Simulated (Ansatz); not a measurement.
**NiO2: a line through a two-coordinate scan, part 1 of 2**

Aim: follow the energy of NiO2 (P-3m1, No. 164; 3 atoms in the cell) along one coordinate, shift of O2 along [0 0 1], with the other held at c/a of the conventional cell at fixed volume = 1.715.

Method: DFT PBEsol, scalar-relativistic, plane waves, PAW, in Ansatz 0.2.0.

40 further runs of the same task are left out: 40 set aside as unsound or not needed.

**1. Starting point**

It takes space group P-3m1 (No. 164, trigonal). The conventional cell has a = 2.784 Å, b = 2.784 Å, c = 4.973 Å, α = 90.00°, β = 90.00°, γ = 120.00°. Around Ni (site symmetry -3m) lie 6 O at 1.86 Å. O (site symmetry 3m) has 3 Ni at 1.86 Å as nearest neighbours.

Coordinates:

```xyz
3
Lattice="2.7840 0.0000 0.0000 -1.3920 2.4110 0.0000 0.0000 0.0000 4.9726" Properties=species:S:1:pos:R:3 pbc="T T T"
Ni    0.0000    0.0000    2.4863
O     1.3920    0.8037    3.4195
O     0.0000    1.6073    1.5531
```

It goes back to an entry of the Materials Project, which need not be the stable form.

It is the result of an earlier relaxation at this level (volume 11.13 Å³/atom; gap on the mesh: 1.07 eV).

**2. What is varied**

Atoms count from 1 in the order of the input.

The energy is mapped over a free internal coordinate and the cell.

- shift of O2 along [0 0 1], its symmetry partners moved as symmetry demands (measured in the relaxed cell): 9 values from −0.250 to 0.250 Å
- c/a of the conventional cell at fixed volume: 9 values from 1.643 to 1.929

Nothing else is relaxed (all other coordinates fixed). Energies count from the relaxed crystal. Points are written as (first, second).

**3. The run at (−0.250 Å, 1.715)**

input.yaml reads:

```yaml
crystal:
  lattice:
    - [2.8221285779, 0.0, 0.0]
    - [-1.411064289, 2.4440350412, 0.0]
    - [0.0, 0.0, 4.8391038725]
  atoms:
    - { symbol: Ni, position: [0.0, 0.0, 0.5] }
    - { symbol: O, position: [0.6666666667, 0.3333333333, 0.6373845568] }
    - { symbol: O, position: [0.3333333333, 0.6666666667, 0.3626154432] }
basis:
  ecutwfc: 520.0
kpoints:
  mp_grid: { grid: [12, 12, 6] }
hamiltonian:
  xc: pbesol
scf:
  occupations: { method: gaussian, width: 0.05 }
output:
  forces: true
  stress: true
  eigenvalues: true
```

The run is started by

```bash
> ansatz run input.yaml --threads 1 --pin off --max-ram 2048MiB --backend cpu --events-out ev --progress --plain --runs-dir out
```

Standard output, shortened:

```text
Warning: RAYON_NUM_THREADS=1 ignored (pool sized by the plan → 1); use --threads N
[...]
Pseudopotentials: kind: paw
Pseudopotential: Ni, paw, valence charge 18, recommended cutoff 420 eV (normal), Ni.paw.azcp
Pseudopotential: O, paw, valence charge 6, recommended cutoff 420 eV (normal), O.paw.azcp
Functional definition: PBEsol
[...]
Crystal: 3 atoms, lattice volume = 33.377 Å³
Basis set: ecut = 520 eV, 893 PW (Γ), exchange–correlation on 48×48×72 points (8 copies of the dense FFT grid, shifted against one another)
Bands: 19, of which v1, the nominal top of the filled ones, is band 15 counted from 1 (14 counted from 0)
Symmetry: 12 space group operations
Space group: P-3m1 (ITA 164), of the structure as read, at distance tolerance 3.2e-5 Å
k-points: 100 of 864
[...]
SCF iter   1: F=—  HF=-6922.566695 eV  |F-HF|=—  |Δ(HF+E_count)|=         —  Δρ=2.04e-2  dr2=7.50e-2  ethr=1.77e-3  ⟨swp⟩=6.1  Hψ=9315  notcnv=0
[...]
SCF iter   7: F=-6922.540171 eV  HF=-6922.540171 eV  |F-HF|=2.93e-8  |Δ(HF+E_count)|=   4.08e-8  Δρ=1.79e-5  dr2=6.00e-8  ethr=3.33e-10  ⟨swp⟩=5.1  Hψ=10319  notcnv=0
[...]
SCF converged after 7 iterations
Free energy (F): -6922.540171 eV
[...]
E sigma→0 (E₀):  -6922.540171 eV
Fermi energy:    7.481261 eV
[...]
--- Forces (eV/Å), atoms counted from 1 ---
  atom   1  Ni    -0.00000000     0.00000000     0.00000000
  atom   2  O      0.00000000     0.00000000     5.35804951
  atom   3  O     -0.00000000    -0.00000000    -5.35804951
[...]
--- Stress (GPa, compression-positive) ---
       41.169119      -0.000000      -0.000000
       -0.000000      41.169119       0.000000
        0.000000       0.000000      34.098909
  P = ⅓ Tr σ = 38.8124 GPa (388.124 kbar)
--- Band table (eV; the first three rows and the last of 100) ---
  k-point 0: bands = ["-97.5377", "-58.3492", "-58.3492", "-57.4430", "-14.9643", "-10.0053", "-1.2689", "-1.2689", "0.9596", "4.2549", "4.2549", "4.7402", "5.0741", "5.0741", "7.0137", "9.5857", "9.5857", "13.5156", "18.2494"]
[...]
```

Run time: 6.3 s. Hardware: 1 thread of Intel Xeon Platinum 8375C at 2.90GHz (Ice Lake), shared host; peak memory 0.42 GiB.

Energy on the map's scale: 439 meV/atom.

**4. Point (−0.188 Å, 1.715)**

Changes to input.yaml since step 3:

```diff
@@ -7,4 +7,4 @@
     - { symbol: Ni, position: [0.0, 0.0, 0.5] }
-    - { symbol: O, position: [0.6666666667, 0.3333333333, 0.6373845568] }
-    - { symbol: O, position: [0.3333333333, 0.6666666667, 0.3626154432] }
+    - { symbol: O, position: [0.6666666667, 0.3333333333, 0.6499533987] }
+    - { symbol: O, position: [0.3333333333, 0.6666666667, 0.3500466013] }
 basis:
```

The run is started by

```bash
> ansatz run input.yaml --threads 1 --pin off --max-ram 2048MiB --backend cpu --events-out ev --progress --plain --runs-dir out
```

Standard output, shortened:

```text
Warning: RAYON_NUM_THREADS=1 ignored (pool sized by the plan → 1); use --threads N
[...]
[... 4 set-up lines as earlier in the session ...]
[...]
Crystal: 3 atoms, lattice volume = 33.377 Å³
Basis set: ecut = 520 eV, 893 PW (Γ), exchange–correlation on 48×48×72 points (8 copies of the dense FFT grid, shifted against one another)
Bands: 19, of which v1, the nominal top of the filled ones, is band 15 counted from 1 (14 counted from 0)
[... 2 set-up lines as earlier in the session ...]
k-points: 100 of 864
[...]
SCF iter   1: F=—  HF=-6923.131961 eV  |F-HF|=—  |Δ(HF+E_count)|=         —  Δρ=1.82e-2  dr2=6.35e-2  ethr=1.77e-3  ⟨swp⟩=6.2  Hψ=9250  notcnv=0
[...]
SCF iter   7: F=-6923.108969 eV  HF=-6923.108969 eV  |F-HF|=5.89e-9  |Δ(HF+E_count)|=   3.32e-8  Δρ=1.03e-5  dr2=1.42e-8  ethr=3.33e-10  ⟨swp⟩=6.9  Hψ=9996  notcnv=0
[...]
SCF converged after 7 iterations
Free energy (F): -6923.108969 eV
[...]
E sigma→0 (E₀):  -6923.108969 eV
Fermi energy:    7.301780 eV
[...]
--- Forces (eV/Å), atoms counted from 1 ---
  atom   1  Ni    -0.00000000    -0.00000000     0.00000000
  atom   2  O      0.00000000     0.00000000     3.99077364
  atom   3  O     -0.00000000    -0.00000000    -3.99077364
[...]
--- Stress (GPa, compression-positive) ---
       26.329587      -0.000000      -0.000000
       -0.000000      26.329587       0.000000
       -0.000000       0.000000      27.725434
  P = ⅓ Tr σ = 26.7949 GPa (267.949 kbar)
--- Band table (eV; the first three rows and the last of 100) ---
  k-point 0: bands = ["-97.5900", "-58.3435", "-58.3435", "-57.5898", "-14.5293", "-10.2660", "-0.7983", "-0.7983", "0.8227", "4.1980", "4.1980", "4.9760", "5.0347", "5.0347", "6.7737", "9.3434", "9.3434", "13.6495", "17.9193"]
[...]
```

It took 5 s on 1 thread of Intel Xeon Platinum 8375C at 2.90GHz (Ice Lake), shared host; peak memory 0.42 GiB.

Energy on the map's scale: 249 meV/atom.

**5. The run at (−0.125 Å, 1.715)**

Changes to input.yaml since step 4:

```diff
@@ -7,4 +7,4 @@
     - { symbol: Ni, position: [0.0, 0.0, 0.5] }
-    - { symbol: O, position: [0.6666666667, 0.3333333333, 0.6499533987] }
-    - { symbol: O, position: [0.3333333333, 0.6666666667, 0.3500466013] }
+    - { symbol: O, position: [0.6666666667, 0.3333333333, 0.6625222406] }
+    - { symbol: O, position: [0.3333333333, 0.6666666667, 0.3374777594] }
 basis:
```

The run is started by

```bash
> ansatz run input.yaml --threads 1 --pin off --max-ram 2048MiB --backend cpu --events-out ev --progress --plain --runs-dir out
```

Standard output, shortened:

```text
[...]
SCF converged after 7 iterations
Free energy (F): -6923.511564 eV
[...]
E sigma→0 (E₀):  -6923.511564 eV
Fermi energy:    7.137841 eV
[...]
--- Forces (eV/Å), atoms counted from 1 ---
  atom   1  Ni     0.00000000    -0.00000000     0.00000000
  atom   2  O      0.00000000     0.00000000     2.63477351
  atom   3  O     -0.00000000    -0.00000000    -2.63477351
[...]
--- Stress (GPa, compression-positive) ---
       13.970972       0.000000       0.000000
       -0.000000      13.970972       0.000000
        0.000000       0.000000      19.842229
  P = ⅓ Tr σ = 15.9281 GPa (159.281 kbar)
--- Band table (eV; the first three rows and the last of 100) ---
  k-point 0: bands = ["-97.6133", "-58.3128", "-58.3128", "-57.7030", "-14.1162", "-10.4715", "-0.3333", "-0.3333", "0.7367", "4.1734", "4.1734", "5.0356", "5.0356", "5.1492", "6.5352", "9.0931", "9.0931", "13.7309", "17.6123"]
[...]
```

It took 4.9 s on 1 thread of Intel Xeon Platinum 8375C at 2.90GHz (Ice Lake), shared host; peak memory 0.42 GiB.

That is 115 meV/atom from the zero.

**6. Variant: occupations.method fermi_dirac, occupations.width 0.025, chi_scale 0.1**

Changes to input.yaml since step 5:

```diff
@@ -16,6 +16,7 @@
 scf:
-  occupations: { method: gaussian, width: 0.05 }
+  occupations: { method: fermi_dirac, width: 0.025 }
+  initial_density: { chi_scale: 0.1 }
 output:
   forces: true
+  eigenvalues: true
   stress: true
-  eigenvalues: true
```

The run is started by

```bash
> ansatz run input.yaml --threads 1 --pin off --max-ram 2048MiB --backend cpu --events-out ev --progress --plain --runs-dir out
```

Standard output, shortened:

```text
Warning: RAYON_NUM_THREADS=1 ignored (pool sized by the plan → 1); use --threads N
[...]
[... 4 set-up lines as earlier in the session ...]
[...]
Crystal: 3 atoms, lattice volume = 33.377 Å³
Basis set: ecut = 520 eV, 893 PW (Γ), exchange–correlation on 48×48×72 points (8 copies of the dense FFT grid, shifted against one another)
Bands: 19, of which v1, the nominal top of the filled ones, is band 15 counted from 1 (14 counted from 0)
[... 2 set-up lines as earlier in the session ...]
k-points: 100 of 864
[...]
SCF iter   1: F=—  HF=-6926.768205 eV  |F-HF|=—  |Δ(HF+E_count)|=         —  Δρ=3.03e-1  dr2=2.48e1  ethr=3.10e-3  ⟨swp⟩=6.1  Hψ=8835  notcnv=0
[...]
SCF iter  11: F=-6923.511564 eV  HF=-6923.511564 eV  |F-HF|=3.19e-9  |Δ(HF+E_count)|=   9.03e-8  Δρ=5.44e-6  dr2=3.69e-9  ethr=3.33e-10  ⟨swp⟩=6.2  Hψ=10352  notcnv=0
[...]
SCF converged after 11 iterations
Free energy (F): -6923.511564 eV
[...]
E sigma→0 (E₀):  -6923.511564 eV
Fermi energy:    7.138343 eV
[...]
--- Forces (eV/Å), atoms counted from 1 ---
  atom   1  Ni     0.00000000     0.00000000     0.00000000
  atom   2  O      0.00000000     0.00000000     2.63477645
  atom   3  O     -0.00000000    -0.00000000    -2.63477645
[...]
--- Stress (GPa, compression-positive) ---
       13.972137      -0.000000       0.000000
       -0.000000      13.972137       0.000000
       -0.000000       0.000000      19.842757
  P = ⅓ Tr σ = 15.9290 GPa (159.290 kbar)
--- Band table (eV; the first three rows and the last of 100) ---
  k-point 0: bands = ["-97.6134", "-58.3129", "-58.3129", "-57.7031", "-14.1161", "-10.4715", "-0.3333", "-0.3333", "0.7366", "4.1733", "4.1733", "5.0356", "5.0356", "5.1493", "6.5351", "9.0931", "9.0931", "13.7309", "17.6123"]
[...]
```

Wall time 6.2 s (1 thread of Intel Xeon Platinum 8375C at 2.90GHz (Ice Lake), shared host); peak memory 0.4 GiB.

```tsv
run	ending	energy change	pressure (GPa)	gap (eV)	force (eV/Å)	cycles	time
step 5	converged	0	15.9	0.91	2.63	7	4.9 s
variant	converged	0.0 meV/atom (σ→0)	15.9	0.91	2.63	11	6.2 s
```

The changed input (smearing and start) leaves the energy the same to the digits printed. Cost: 11 SCF cycles against 7.

**7. The run at (−0.062 Å, 1.715)**

Changes to input.yaml since step 5:

```diff
@@ -7,4 +7,4 @@
     - { symbol: Ni, position: [0.0, 0.0, 0.5] }
-    - { symbol: O, position: [0.6666666667, 0.3333333333, 0.6625222406] }
-    - { symbol: O, position: [0.3333333333, 0.6666666667, 0.3374777594] }
+    - { symbol: O, position: [0.6666666667, 0.3333333333, 0.6750910825] }
+    - { symbol: O, position: [0.3333333333, 0.6666666667, 0.3249089175] }
 basis:
```

The run is started by

```bash
> ansatz run input.yaml --threads 1 --pin off --max-ram 2048MiB --backend cpu --events-out ev --progress --plain --runs-dir out
```

Standard output, shortened:

```text
[...]
SCF converged after 7 iterations
Free energy (F): -6923.752470 eV
[...]
E sigma→0 (E₀):  -6923.752470 eV
Fermi energy:    6.991635 eV
[...]
--- Forces (eV/Å), atoms counted from 1 ---
  atom   1  Ni    -0.00000000    -0.00000000     0.00000000
  atom   2  O      0.00000000     0.00000000     1.33952095
  atom   3  O     -0.00000000    -0.00000000    -1.33952095
[...]
--- Stress (GPa, compression-positive) ---
        3.893003      -0.000000       0.000000
        0.000000       3.893003       0.000000
       -0.000000       0.000000      10.872253
  P = ⅓ Tr σ = 6.2194 GPa (62.194 kbar)
--- Band table (eV; the first three rows and the last of 100) ---
  k-point 0: bands = ["-97.6122", "-58.2621", "-58.2621", "-57.7864", "-13.7277", "-10.6243", "0.1234", "0.1234", "0.6913", "4.1760", "4.1760", "5.0717", "5.0717", "5.2722", "6.3007", "8.8411", "8.8411", "13.7427", "17.3539"]
[...]
```

It took 6.3 s on 1 thread of Intel Xeon Platinum 8375C at 2.90GHz (Ice Lake), shared host; peak memory 0.41 GiB.

That is 35 meV/atom from the zero.

**8. Grid point (0.000 Å, 1.715)**

Changes to input.yaml since step 7:

```diff
@@ -7,4 +7,4 @@
     - { symbol: Ni, position: [0.0, 0.0, 0.5] }
-    - { symbol: O, position: [0.6666666667, 0.3333333333, 0.6750910825] }
-    - { symbol: O, position: [0.3333333333, 0.6666666667, 0.3249089175] }
+    - { symbol: O, position: [0.6666666667, 0.3333333333, 0.6876599244] }
+    - { symbol: O, position: [0.3333333333, 0.6666666667, 0.3123400756] }
 basis:
```

The run is started by

```bash
> ansatz run input.yaml --threads 1 --pin off --max-ram 2048MiB --backend cpu --events-out ev --progress --plain --runs-dir out
```

Standard output, shortened:

```text
Warning: RAYON_NUM_THREADS=1 ignored (pool sized by the plan → 1); use --threads N
[...]
[... 4 set-up lines as earlier in the session ...]
[...]
Crystal: 3 atoms, lattice volume = 33.377 Å³
Basis set: ecut = 520 eV, 893 PW (Γ), exchange–correlation on 48×48×72 points (8 copies of the dense FFT grid, shifted against one another)
Bands: 19, of which v1, the nominal top of the filled ones, is band 15 counted from 1 (14 counted from 0)
[... 2 set-up lines as earlier in the session ...]
k-points: 100 of 864
[...]
SCF iter   1: F=—  HF=-6923.857631 eV  |F-HF|=—  |Δ(HF+E_count)|=         —  Δρ=1.49e-2  dr2=4.35e-2  ethr=1.77e-3  ⟨swp⟩=6.3  Hψ=8898  notcnv=0
[...]
SCF iter   7: F=-6923.841400 eV  HF=-6923.841400 eV  |F-HF|=8.01e-9  |Δ(HF+E_count)|=   1.73e-7  Δρ=9.54e-6  dr2=1.16e-8  ethr=3.33e-10  ⟨swp⟩=4.7  Hψ=10463  notcnv=0
[...]
SCF converged after 7 iterations
Free energy (F): -6923.841400 eV
[...]
E sigma→0 (E₀):  -6923.841400 eV
Fermi energy:    6.828273 eV
[...]
--- Forces (eV/Å), atoms counted from 1 ---
  atom   1  Ni     0.00000000    -0.00000000     0.00000000
  atom   2  O      0.00000000     0.00000000     0.14105812
  atom   3  O     -0.00000000    -0.00000000    -0.14105812
[...]
--- Stress (GPa, compression-positive) ---
       -4.155677      -0.000000       0.000000
       -0.000000      -4.155677       0.000000
        0.000000       0.000000       1.237332
  P = ⅓ Tr σ = -2.3580 GPa (-23.580 kbar)
--- Band table (eV; the first three rows and the last of 100) ---
  k-point 0: bands = ["-97.5910", "-58.1959", "-58.1959", "-57.8435", "-13.3656", "-10.7276", "0.5693", "0.5693", "0.6768", "4.2011", "4.2011", "5.1374", "5.1374", "5.3575", "6.0735", "8.5934", "8.5934", "13.6702", "17.1520"]
[...]
```

Run time: 4 s. Hardware: 1 thread of Intel Xeon Platinum 8375C at 2.90GHz (Ice Lake), shared host; peak memory 0.42 GiB.

On the map this point reads 5 meV/atom.

**9. Variant: occupations.method tetrahedron, width left out**

Changes to input.yaml since step 8:

```diff
@@ -16,6 +16,6 @@
 scf:
-  occupations: { method: gaussian, width: 0.05 }
+  occupations: { method: tetrahedron }
 output:
   forces: true
+  eigenvalues: true
   stress: true
-  eigenvalues: true
```

The run is started by

```bash
> ansatz run input.yaml --threads 1 --pin off --max-ram 2048MiB --backend cpu --events-out ev --progress --plain --runs-dir out
```

Standard output, shortened:

```text
Warning: output.forces, output.stress, relax.cell or npt_langevin: where a Kohn–Sham band that disperses or a degenerate level is filled in part under the method tetrahedron, the forces or the stress that this run publishes need not agree with its energy (scf.occupations.method in the [...]
Warning: RAYON_NUM_THREADS=1 ignored (pool sized by the plan → 1); use --threads N
[...]
[... 4 set-up lines as earlier in the session ...]
[...]
Crystal: 3 atoms, lattice volume = 33.377 Å³
Basis set: ecut = 520 eV, 893 PW (Γ), exchange–correlation on 48×48×72 points (8 copies of the dense FFT grid, shifted against one another)
Bands: 19, of which v1, the nominal top of the filled ones, is band 15 counted from 1 (14 counted from 0)
[... 2 set-up lines as earlier in the session ...]
k-points: 100 of 864
[...]
SCF converged after 7 iterations
Stability not checked: this state was not tested for a lower state beside it, because cold or Methfessel-Paxton smearing, or corrected tetrahedra, fill the levels in a way that the test cannot read (fill_not_monotonic; see scf.lower_state_search)
Free energy (F): -6923.841400 eV
[...]
E sigma→0 (E₀):  -6923.841400 eV
Fermi energy:    6.333659 eV
[...]
--- Forces (eV/Å), atoms counted from 1 ---
  atom   1  Ni     0.00000000     0.00000000     0.00000000
  atom   2  O      0.00000000     0.00000000     0.14104295
  atom   3  O     -0.00000000    -0.00000000    -0.14104295
[...]
--- Stress (GPa, compression-positive) ---
       -4.155836       0.000000       0.000000
        0.000000      -4.155836       0.000000
       -0.000000       0.000000       1.237215
  P = ⅓ Tr σ = -2.3582 GPa (-23.582 kbar)
--- Band table (eV; the first three rows and the last of 100) ---
  k-point 0: bands = ["-97.5910", "-58.1959", "-58.1959", "-57.8435", "-13.3656", "-10.7276", "0.5693", "0.5693", "0.6767", "4.2011", "4.2011", "5.1374", "5.1374", "5.3575", "6.0735", "8.5934", "8.5934", "13.6702", "17.1520"]
[...]
```

It took 4.5 s on 1 thread of Intel Xeon Platinum 8375C at 2.90GHz (Ice Lake), shared host; peak memory 0.42 GiB.

```tsv
run	ending	energy change	pressure (GPa)	gap (eV)	force (eV/Å)	cycles	time
step 8	converged	0	-2.4	0.99	0.14	7	4 s
variant	converged	0.0 meV/atom (σ→0)	-2.4	0.99	0.14	7	4.5 s
```

The changed input (smearing) leaves the energy the same to the digits printed.

**10. Point (0.062 Å, 1.715)**

Changes to input.yaml since step 8:

```diff
@@ -7,4 +7,4 @@
     - { symbol: Ni, position: [0.0, 0.0, 0.5] }
-    - { symbol: O, position: [0.6666666667, 0.3333333333, 0.6876599244] }
-    - { symbol: O, position: [0.3333333333, 0.6666666667, 0.3123400756] }
+    - { symbol: O, position: [0.6666666667, 0.3333333333, 0.7002287663] }
+    - { symbol: O, position: [0.3333333333, 0.6666666667, 0.2997712337] }
 basis:
```

The run is started by

```bash
> ansatz run input.yaml --threads 1 --pin off --max-ram 2048MiB --backend cpu --events-out ev --progress --plain --runs-dir out
```

Standard output, shortened:

```text
Warning: RAYON_NUM_THREADS=1 ignored (pool sized by the plan → 1); use --threads N
[...]
[... 4 set-up lines as earlier in the session ...]
[...]
Crystal: 3 atoms, lattice volume = 33.377 Å³
Basis set: ecut = 520 eV, 893 PW (Γ), exchange–correlation on 48×48×72 points (8 copies of the dense FFT grid, shifted against one another)
Bands: 19, of which v1, the nominal top of the filled ones, is band 15 counted from 1 (14 counted from 0)
[... 2 set-up lines as earlier in the session ...]
k-points: 100 of 864
[...]
SCF iter   1: F=—  HF=-6923.806954 eV  |F-HF|=—  |Δ(HF+E_count)|=         —  Δρ=1.47e-2  dr2=4.60e-2  ethr=1.77e-3  ⟨swp⟩=6.2  Hψ=8727  notcnv=0
[...]
SCF iter   7: F=-6923.791645 eV  HF=-6923.791645 eV  |F-HF|=3.14e-10  |Δ(HF+E_count)|=   7.38e-8  Δρ=7.60e-6  dr2=8.90e-9  ethr=3.33e-10  ⟨swp⟩=6.3  Hψ=9501  notcnv=0
[...]
SCF converged after 7 iterations
Free energy (F): -6923.791645 eV
[...]
E sigma→0 (E₀):  -6923.791645 eV
Fermi energy:    6.690634 eV
[...]
--- Forces (eV/Å), atoms counted from 1 ---
  atom   1  Ni    -0.00000000     0.00000000     0.00000000
  atom   2  O      0.00000000     0.00000000    -0.93761823
  atom   3  O      0.00000000    -0.00000000     0.93761823
[...]
--- Stress (GPa, compression-positive) ---
      -10.440063      -0.000000       0.000000
       -0.000000     -10.440063       0.000000
        0.000000       0.000000      -8.675628
  P = ⅓ Tr σ = -9.8519 GPa (-98.519 kbar)
--- Band table (eV; the first three rows and the last of 100) ---
  k-point 0: bands = ["-97.5533", "-58.1178", "-58.1178", "-57.8776", "-13.0307", "-10.7857", "0.6838", "1.0015", "1.0015", "4.2442", "4.2442", "5.2270", "5.2270", "5.4172", "5.8567", "8.3553", "8.3553", "13.5055", "17.0045"]
[...]
```

Wall time 5.3 s (1 thread of Intel Xeon Platinum 8375C at 2.90GHz (Ice Lake), shared host); peak memory 0.42 GiB.

Energy on the map's scale: 22 meV/atom.

(Continued in part 2 of 2.)
